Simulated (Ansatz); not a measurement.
# AlRu: the cost of one run

Program: Ansatz 0.2.0. Level of theory: DFT PBE, scalar-relativistic, plane waves, PAW. These are calculated values, not measurements.

2 further runs of the same task are left out: 2 set aside as unsound or not needed.

## (1) The structure to begin with

The structure is cubic, space group Pm-3m (No. 221). The conventional cell has a = 3.004 Å, b = 3.004 Å, c = 3.004 Å, α = 90.00°, β = 90.00°, γ = 90.00°. Al (site symmetry m-3m) has 8 Ru at 2.60 Å in its first shell of neighbours. Ru (site symmetry m-3m) has 8 Al at 2.60 Å in its first shell of neighbours.

Coordinates:

```
Al Ru
1.0
     3.00408    0.00000    0.00000
     0.00000    3.00408    0.00000
     0.00000    0.00000    3.00408
Al Ru
1 1
Direct
  0.00000 0.00000 0.00000
  0.50000 0.50000 0.50000
```

This cell was relaxed beforehand with the same method: volume 13.56 Å³/atom, gap on the mesh none (metal).

## (2) Next: the [001] wire, 8 host atoms a period

The wire is cut from the relaxed crystal, periodic along c with vacuum across. Atoms and period relax; energies count from the bulk, -3208.7309 eV an atom.

The cell holds 4 Al, 4 Ru: a = 13.500 Å, b = 15.300 Å, c = 3.004 Å, α = 90.00°, β = 90.00°, γ = 90.00°.

## (3) The relaxation run

Pressure and volume refer to the whole cell with its vacuum; only the period along c may change.

input.yaml reads:

```yaml
crystal:
  lattice:
    - [13.5, 0.0, 0.0]
    - [0.0, 15.3, 0.0]
    - [0.0, 0.0, 3.0040847247]
  atoms:
    - { symbol: Al, position: [0.4443688014, 0.3036545932, 0.0] }
    - { symbol: Al, position: [0.4443688014, 0.5, 0.0] }
    - { symbol: Al, position: [0.4443688014, 0.6963454068, 0.0] }
    - { symbol: Al, position: [0.6668935958, 0.5, 0.0] }
    - { symbol: Ru, position: [0.3331064042, 0.4018272966, 0.5] }
    - { symbol: Ru, position: [0.3331064042, 0.5981727034, 0.5] }
    - { symbol: Ru, position: [0.5556311986, 0.4018272966, 0.5] }
    - { symbol: Ru, position: [0.5556311986, 0.5981727034, 0.5] }
basis:
  ecutwfc: 420
kpoints:
  mp_grid: { grid: [1, 1, 18] }
hamiltonian:
  xc: pbe
scf:
  occupations: { method: gaussian, width: 0.05 }
output:
  forces: true
  stress: true
  eigenvalues: true
  populations: true
  write_density: true
  write_potential: true
  elf: true
  volumetric_format: npy
relax:
  adjacent_minimum: "off"
  f_tol: 0.02
  max_steps: 45
  cell: { fix: [a, b, alpha, beta, gamma], stress_tol: 0.03 }
```

Started as:

```console
ansatz run input.yaml --threads 4 --pin off --max-ram 11264MiB --backend cpu --events-out ev --progress --plain --runs-dir out
```

What time and memory should one allow on 4 threads of Intel Xeon Platinum 8175M at 2.50GHz (Skylake/Cascade Lake), shared host?

About 1.9 min, with a peak of 1.2 GiB.
